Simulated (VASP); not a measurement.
# TiC (Fm-3m) in VASP: settings compared

The runs below take TiC through band structure, with LDA, PBEsol, PBE.

Program: VASP 6.6.1. These are calculated values, not measurements. Logs are shortened: lines on timing, memory, paths and dates and some standing lists are left out, and cuts for length are marked.

## (1) The structure

Symmetry: Fm-3m, No. 225, cubic system. The conventional cell has a = 4.264 Å, b = 4.264 Å, c = 4.264 Å, α = 90.00°, β = 90.00°, γ = 90.00°. Ti (site symmetry m-3m) is surrounded by 6 C at 2.13 Å. C (site symmetry m-3m) has 6 Ti at 2.13 Å as nearest neighbours.

## (2) Band structure, LDA

File INCAR:

```
SYSTEM = TiC
ALGO = Fast
EDIFF = 1E-7
ENCUT = 520
ICORELEVEL = 1
ISIF = 2
ISMEAR = 1
LASPH = .True.
LCHARG = .False.
LMAXMIX = 4
LREAL = .False.
LWAVE = .False.
NBANDS = 15
NELM = 80
PREC = Accurate
SIGMA = 0.1
```

File KPOINTS:

```
k-points
0
Gamma
  14 14 14
  0 0 0
```

File POSCAR:

```
TiC                                     
1.0
    0.0000000000      2.1319140352      2.1319140352
    2.1319140352      0.0000000000      2.1319140352
    2.1319140352      2.1319140352      0.0000000000
  Ti              C             
     1     1
Direct
     0.0000000000000000    0.0000000000000000    0.0000000000000000
     0.5000000000000000    0.5000000000000000    0.5000000000000000
```

File KPOINTS_OPT:

```
explicit points
109
Reciprocal
 0.0000000000  0.0000000000  0.0000000000 1
 0.0555555556  0.0000000000  0.0555555556 1
 0.1111111111  0.0000000000  0.1111111111 1
 0.1666666667  0.0000000000  0.1666666667 1
 0.2222222222  0.0000000000  0.2222222222 1
 0.2777777778  0.0000000000  0.2777777778 1
 0.3333333333  0.0000000000  0.3333333333 1
 0.3888888889  0.0000000000  0.3888888889 1
 0.4444444444  0.0000000000  0.4444444444 1
 0.5000000000  0.0000000000  0.5000000000 1
 0.5000000000  0.0000000000  0.5000000000 1
 0.5000000000  0.0277777778  0.5277777778 1
 0.5000000000  0.0555555556  0.5555555556 1
 0.5000000000  0.0833333333  0.5833333333 1
 0.5000000000  0.1111111111  0.6111111111 1
 0.5000000000  0.1388888889  0.6388888889 1
 0.5000000000  0.1666666667  0.6666666667 1
 0.5000000000  0.1944444444  0.6944444444 1
 0.5000000000  0.2222222222  0.7222222222 1
 0.5000000000  0.2500000000  0.7500000000 1
 0.5000000000  0.2500000000  0.7500000000 1
 0.4861111111  0.2638888889  0.7500000000 1
 0.4722222222  0.2777777778  0.7500000000 1
 0.4583333333  0.2916666667  0.7500000000 1
 0.4444444444  0.3055555556  0.7500000000 1
 0.4305555556  0.3194444444  0.7500000000 1
 0.4166666667  0.3333333333  0.7500000000 1
 0.4027777778  0.3472222222  0.7500000000 1
 0.3888888889  0.3611111111  0.7500000000 1
 0.3750000000  0.3750000000  0.7500000000 1
 0.3750000000  0.3750000000  0.7500000000 1
 0.3333333333  0.3333333333  0.6666666667 1
 0.2916666667  0.2916666667  0.5833333333 1
 0.2500000000  0.2500000000  0.5000000000 1
 0.2083333333  0.2083333333  0.4166666667 1
 0.1666666667  0.1666666667  0.3333333333 1
 0.1250000000  0.1250000000  0.2500000000 1
 0.0833333333  0.0833333333  0.1666666667 1
 0.0416666667  0.0416666667  0.0833333333 1
 0.0000000000  0.0000000000  0.0000000000 1
 0.0000000000  0.0000000000  0.0000000000 1
 0.0555555556  0.0555555556  0.0555555556 1
 0.1111111111  0.1111111111  0.1111111111 1
 0.1666666667  0.1666666667  0.1666666667 1
 0.2222222222  0.2222222222  0.2222222222 1
 0.2777777778  0.2777777778  0.2777777778 1
 0.3333333333  0.3333333333  0.3333333333 1
 0.3888888889  0.3888888889  0.3888888889 1
 0.4444444444  0.4444444444  0.4444444444 1
 0.5000000000  0.5000000000  0.5000000000 1
 0.5000000000  0.5000000000  0.5000000000 1
 0.5138888889  0.4722222222  0.5138888889 1
 0.5277777778  0.4444444444  0.5277777778 1
 0.5416666667  0.4166666667  0.5416666667 1
 0.5555555556  0.3888888889  0.5555555556 1
 0.5694444444  0.3611111111  0.5694444444 1
 0.5833333333  0.3333333333  0.5833333333 1
 0.5972222222  0.3055555556  0.5972222222 1
 0.6111111111  0.2777777778  0.6111111111 1
 0.6250000000  0.2500000000  0.6250000000 1
 0.6250000000  0.2500000000  0.6250000000 1
 0.6111111111  0.2500000000  0.6388888889 1
 0.5972222222  0.2500000000  0.6527777778 1
 0.5833333333  0.2500000000  0.6666666667 1
 0.5694444444  0.2500000000  0.6805555556 1
 0.5555555556  0.2500000000  0.6944444444 1
 0.5416666667  0.2500000000  0.7083333333 1
 0.5277777778  0.2500000000  0.7222222222 1
 0.5138888889  0.2500000000  0.7361111111 1
 0.5000000000  0.2500000000  0.7500000000 1
 0.5000000000  0.2500000000  0.7500000000 1
 0.5000000000  0.2777777778  0.7222222222 1
 0.5000000000  0.3055555556  0.6944444444 1
 0.5000000000  0.3333333333  0.6666666667 1
 0.5000000000  0.3611111111  0.6388888889 1
 0.5000000000  0.3888888889  0.6111111111 1
 0.5000000000  0.4166666667  0.5833333333 1
 0.5000000000  0.4444444444  0.5555555556 1
 0.5000000000  0.4722222222  0.5277777778 1
 0.5000000000  0.5000000000  0.5000000000 1
 0.5000000000  0.5000000000  0.5000000000 1
 0.4861111111  0.4861111111  0.5277777778 1
 0.4722222222  0.4722222222  0.5555555556 1
 0.4583333333  0.4583333333  0.5833333333 1
 0.4444444444  0.4444444444  0.6111111111 1
 0.4305555556  0.4305555556  0.6388888889 1
 0.4166666667  0.4166666667  0.6666666667 1
 0.4027777778  0.4027777778  0.6944444444 1
 0.3888888889  0.3888888889  0.7222222222 1
 0.3750000000  0.3750000000  0.7500000000 1
 0.6250000000  0.2500000000  0.6250000000 1
 0.6111111111  0.2222222222  0.6111111111 1
 0.5972222222  0.1944444444  0.5972222222 1
 0.5833333333  0.1666666667  0.5833333333 1
 0.5694444444  0.1388888889  0.5694444444 1
 0.5555555556  0.1111111111  0.5555555556 1
 0.5416666667  0.0833333333  0.5416666667 1
 0.5277777778  0.0555555556  0.5277777778 1
 0.5138888889  0.0277777778  0.5138888889 1
 0.5000000000  0.0000000000  0.5000000000 1
 0.0000000000  0.0000000000  0.0000000000 1
 0.3750000000  0.3750000000  0.7500000000 1
 0.5000000000  0.5000000000  0.5000000000 1
 0.6250000000  0.2500000000  0.6250000000 1
 0.5000000000  0.2500000000  0.7500000000 1
 0.5000000000  0.0000000000  0.5000000000 1
 0.4000000000  0.0000000000  0.4000000000 1
 0.4250000000  0.0000000000  0.4250000000 1
 0.4500000000  0.0000000000  0.4500000000 1
```

Potentials or basis: VASP PAW LDA potentials, release 64 (Ti_sv, C).

Started as:

```sh
> cat potpaw_LDA.64/Ti_sv/POTCAR potpaw_LDA.64/C/POTCAR > POTCAR
> mpirun -np 1 vasp_std > vasp.out
```

OUTCAR:

```text
SYSTEM = TiC
   EDIFF = 1E-7
   ENCUT = 520
   ISIF = 2
   ISMEAR = 1
   LASPH = .True.
   LREAL = .False.
   NELM = 80
   PREC = Accurate

 ion  position               nearest neighbor table
   1  0.000  0.000  0.000-   2 2.13   2 2.13   2 2.13   2 2.13   2 2.13   2 2.13
   2  0.500  0.500  0.500-   1 2.13   1 2.13   1 2.13   1 2.13   1 2.13   1 2.13

  LATTYP: Found a face centered cubic cell.
 ALAT       =     4.2638280704

  Lattice vectors:

 A1 = (   0.0000000000,   2.1319140352,   2.1319140352)
 A2 = (   2.1319140352,   0.0000000000,   2.1319140352)
 A3 = (   2.1319140352,   2.1319140352,   0.0000000000)

Analysis of symmetry for initial positions (statically):
=====================================================================
 Subroutine PRICEL returns:
 Original cell was already a primitive cell.

 Routine SETGRP: Setting up the symmetry group for a
 face centered cubic supercell.

 Subroutine GETGRP returns: Found 48 space group operations
 (whereof 48 operations were pure point group operations)
 out of a pool of 48 trial point group operations.

The static configuration has the point symmetry O_h .

Analysis of symmetry for dynamics (positions and initial velocities):
=====================================================================
 Subroutine PRICEL returns:
 Original cell was already a primitive cell.

 Routine SETGRP: Setting up the symmetry group for a
 face centered cubic supercell.

 Subroutine GETGRP returns: Found 48 space group operations
 (whereof 48 operations were pure point group operations)
 out of a pool of 48 trial point group operations.

The dynamic configuration has the point symmetry O_h .

 Subroutine INISYM returns: Found 48 space group operations
 (whereof 48 operations are pure point group operations),
 and found     1 'primitive' translations

----------------------------------------------------------------------------------------

                                     Primitive cell

  volume of cell :      19.3793

  direct lattice vectors                    reciprocal lattice vectors
     0.000000000  2.131914035  2.131914035    -0.234531033  0.234531033  0.234531033
     2.131914035  0.000000000  2.131914035     0.234531033 -0.234531033  0.234531033
     2.131914035  2.131914035  0.000000000     0.234531033  0.234531033 -0.234531033

  length of vectors
     3.014981742  3.014981742  3.014981742     0.406219664  0.406219664  0.406219664

  position of ions in fractional coordinates (direct lattice)
     0.000000000  0.000000000  0.000000000
     0.500000000  0.500000000  0.500000000

  ion indices of the primitive-cell ions
   primitive index   ion index
                 1           1
                 2           2

----------------------------------------------------------------------------------------

 KPOINTS: k-points

Automatic generation of k-mesh.
 Grid dimensions read from file:
 generate k-points for:   14   14   14

 Generating k-lattice:

[... 43 lines left out ...]
   k-points           NKPTS =    104   k-points in BZ     NKDIM =    104   number of bands    NBANDS=     15
   number of dos      NEDOS =    301   number of ions     NIONS =      2
   total plane-waves  NPLWV =  13824
   dimension x,y,z NGX =    24 NGY =   24 NGZ =   24
   dimension x,y,z NGXF=    48 NGYF=   48 NGZF=   48
   ions per type =               1   1
   NGX,Y,Z   is equivalent  to a cutoff of  13.23, 13.23, 13.23 a.u.
   NGXF,Y,Z  is equivalent  to a cutoff of  26.47, 26.47, 26.47 a.u.
 SYSTEM =  TiC
   PREC   = accura    normal or accurate (medium, high low for compatibility)
   ISTART =      0    job   : 0-new  1-cont  2-samecut
   ICHARG =      2    charge: 1-file 2-atom 10-const
   ISPIN  =      1    spin polarized calculation?
   LNONCOLLINEAR =      F non collinear calculations
   LSORBIT =      F    spin-orbit coupling
   LASPH  =      T    aspherical Exc in radial PAW
   ENCUT  =  520.0 eV  38.22 Ry    6.18 a.u.   5.61  5.61  5.61*2*pi/ulx,y,z
   NELM   =     80;   NELMIN=  2; NELMDL= -5     # of ELM steps
[... 15 lines left out ...]
   ISMEAR =     1;   SIGMA  =   0.10  broadening in eV -4-tet -1-fermi 0-gaus
   EFERMI_NEDOS =   21; number of points for ismear=-14 and -15
   IALGO  =     68    algorithm
   IMIX   =      4    mixing-type and parameters
     AMIX     =   0.40;   BMIX     =  1.00
     AMIX_MAG =   1.60;   BMIX_MAG =  1.00
  volume/ion in A,a.u.               =       9.69        65.39
  Fermi-wavevector in a.u.,A,eV,Ry     =   1.535802  2.902244 32.091882  2.358687
  Thomas-Fermi vector in A             =   2.642539
   LORBIT       =      0    0 simple, 1 ext, 2 COOP (PROOUT), +10 PAW based schemes
   GGA     = CA    functional components
   LHFCALC =     F    Hartree Fock is set to
   AEXX    =    0.0000 exact exchange contribution
   IVDW    =     0    specifies the selected vdW correction
   LEPSILON=     F    determine dielectric tensor
   LRPA    =     F    only Hartree local field effects (RPA)
 non-spin polarized calculation
 RMM-DIIS sequential band-by-band and
 Methfessel and Paxton  Order N= 1 SIGMA  =   0.10
  energy-cutoff  :      520.00
  volume of cell :       19.38
 maximum number of plane-waves:       544
   NGX = 11   NGY = 11   NGZ = 11

 number of electron      16.0000003 magnetization

 Free energy of the ion-electron system (eV)
  ---------------------------------------------------
  ext. energy  EPLUGINS =         0.00000000
  ---------------------------------------------------
  free energy    TOTEN  =       -20.53869117 eV

  energy without entropy =      -20.53860346  energy(sigma->0) =      -20.53866193

 the core state eigenenergies are
   1-  1s  -4828.3151  2s   -518.5520  2p   -427.4978
   2-  1s   -251.7468

 E-fermi :   9.8047     XC(G=0): -13.2206

 val. band max:        9.7888970558   @ k =   0.3571   0.2857   0.0000
 cond. band min:       9.8378664609   @ k =   0.5000   0.5000   0.0000
 fundamental gap:      0.0489694051
 Fermi energy:         9.8047457814

 k-point     1 :       0.0000    0.0000    0.0000
  band No.  band energies     occupation
      1     -45.9442      2.00000
      2     -22.3218      2.00000
      3     -22.3218      2.00000
      4     -22.3218      2.00000
      5      -2.6216      2.00000
      6      10.4471     -0.00000
      7      10.4471     -0.00000
      8      10.4471     -0.00000
      9      11.5526     -0.00000
     10      11.5526     -0.00000
     11      11.5526     -0.00000
     12      11.6148     -0.00000
     13      11.6148     -0.00000
     14      21.1188      0.00000
[... 259 lines left out ...]
      4     -22.3798      2.00000
      5       0.9249      2.00000
      6       4.0779      2.00000
      7       6.8142      2.00000
      8       6.8332      2.00000
      9      12.7045      0.00000
     10      12.8189      0.00000
     11      13.9999      0.00000
     12      17.7212      0.00000
     13      18.3747      0.00000
     14      19.0322      0.00000
     15      25.0969      0.00000

 k-point    17 :      -0.3571    0.0714    0.0000

------------------------ aborting loop because EDIFF is reached ----------------------------------------

  FORCE on cell =-STRESS in cart. coord.  units (eV):
  Direction    XX          YY          ZZ          XY          YZ          ZX
  --------------------------------------------------------------------------------------
  -------------------------------------------------------------------------------------
  Total        0.0143477      0.0143477      0.0143477      0.0000000      0.0000000     -0.0000000
  in kB        1.1861892      1.1861892      1.1861892      0.0000000      0.0000000     -0.0000000
  external PRESSURE =       1.1861892 kB  Pullay stress =       0.0000000 kB

 VOLUME and BASIS-vectors are now :
 -----------------------------------------------------------------------------
  energy-cutoff  :      520.00
  volume of cell :       19.38
      direct lattice vectors                 reciprocal lattice vectors
     0.000000000  2.131914035  2.131914035    -0.234531033  0.234531033  0.234531033
     2.131914035  0.000000000  2.131914035     0.234531033 -0.234531033  0.234531033
     2.131914035  2.131914035  0.000000000     0.234531033  0.234531033 -0.234531033

 POSITION                                       TOTAL-FORCE (eV/Angst)
 -----------------------------------------------------------------------------------
      0.00000      0.00000      0.00000         0.000000      0.000000     -0.000000
      2.13191      2.13191      2.13191         0.000000      0.000000      0.000000
 -----------------------------------------------------------------------------------
    total drift:                                0.000000     -0.000000     -0.000000

  FREE ENERGIE OF THE ION-ELECTRON SYSTEM (eV)
  ---------------------------------------------------
  free  energy   TOTEN  =       -20.5386911671 eV

  energy  without entropy=      -20.5386034606  energy(sigma->0) =      -20.53866193
```

Wall time 26 s (1 thread of Intel Xeon 6975P-C (Granite Rapids), shared host); peak memory 0.16 GiB.

What came out:

- Free energy: -20.5387 eV
- Pressure: 0.1 GPa
- Band gap along the path: none (metal or under the smearing width)

Levels at the corners of the path, in eV from the Fermi level:
| point | band 6 | band 7 | band 8 | band 9 | band 10 | band 11 |
| --- | --- | --- | --- | --- | --- | --- |
| Γ | 0.64 | 0.64 | 0.64 | 1.75 | 1.75 | 1.75 |
| X | -3.40 | -1.82 | 0.03 | 0.03 | 2.89 | 3.70 |
| X | -3.40 | -1.82 | 0.03 | 0.03 | 2.89 | 3.70 |
| W | -3.20 | -3.20 | -2.81 | 2.92 | 2.92 | 3.71 |
| W | -3.20 | -3.20 | -2.81 | 2.92 | 2.92 | 3.71 |
| K | -3.59 | -3.37 | -1.78 | 1.50 | 3.29 | 4.03 |
| K | -3.59 | -3.37 | -1.78 | 1.50 | 3.29 | 4.03 |
| Γ | 0.64 | 0.64 | 0.64 | 1.75 | 1.75 | 1.75 |
| Γ | 0.64 | 0.64 | 0.64 | 1.75 | 1.75 | 1.75 |
| L | -6.04 | -3.05 | -3.05 | 3.06 | 3.06 | 4.34 |
| L | -6.04 | -3.05 | -3.05 | 3.06 | 3.06 | 4.34 |
| U | -3.59 | -3.37 | -1.78 | 1.50 | 3.29 | 4.03 |
| U | -3.59 | -3.37 | -1.78 | 1.50 | 3.29 | 4.03 |
| W | -3.20 | -3.20 | -2.81 | 2.92 | 2.92 | 3.71 |
| W | -3.20 | -3.20 | -2.81 | 2.92 | 2.92 | 3.71 |
| L | -6.04 | -3.05 | -3.05 | 3.06 | 3.06 | 4.34 |
| L | -6.04 | -3.05 | -3.05 | 3.06 | 3.06 | 4.34 |
| K | -3.59 | -3.37 | -1.78 | 1.50 | 3.29 | 4.03 |
| U | -3.59 | -3.37 | -1.78 | 1.50 | 3.29 | 4.03 |
| X | -3.40 | -1.82 | 0.03 | 0.03 | 2.89 | 3.70 |

Core levels (eV, on the scale of the bands):
```csv
atom,levels
1 Ti,"1s -4828.3, 2s -518.6, 2p -427.5"
2 C,1s -251.7
```

(Part 1 of 2 ends here.)
